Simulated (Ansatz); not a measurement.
Where the states of N lie

```yaml
crystal:
  lattice:
    - [0.00000, 1.56048, 1.56048]
    - [1.56048, 0.00000, 1.56048]
    - [1.56048, 1.56048, 0.00000]
  atoms:
    - { symbol: N, position: [0.00000, 0.00000, 0.00000] }
```

The structure comes from a relaxation in the same program, started in the fcc type, and has space group Fm-3m. Whether it is a known phase or the ground state wasn't checked.

The calculation used Ansatz 0.2.0, DFT, PBE, all-electron LAPW, scalar-relativistic.

Settings: a Γ-centred 20×20×20 k mesh, Fermi–Dirac smearing of 0.05 eV, basis error target 0.5 meV/atom, no spin polarisation.

States per eV and cell, averaged over 0.4 eV, from -5.8 to 3.6 eV, with energies (bin centres) from the Fermi level; empty bins are left out. 

```tsv
E (eV)	total
-5.7	0.42
-5.3	0.59
-4.9	0.57
-4.5	0.47
-4.1	0.29
-3.7	0.34
-3.3	0.38
-2.9	0.39
-2.5	0.40
-2.1	0.41
-1.7	0.41
-1.3	0.43
-0.9	0.49
-0.5	0.55
-0.1	0.67
0.3	0.82
0.7	0.84
1.1	0.84
1.5	0.86
1.9	0.88
2.3	0.92
2.7	0.93
3.1	0.63
3.5	0.45
```
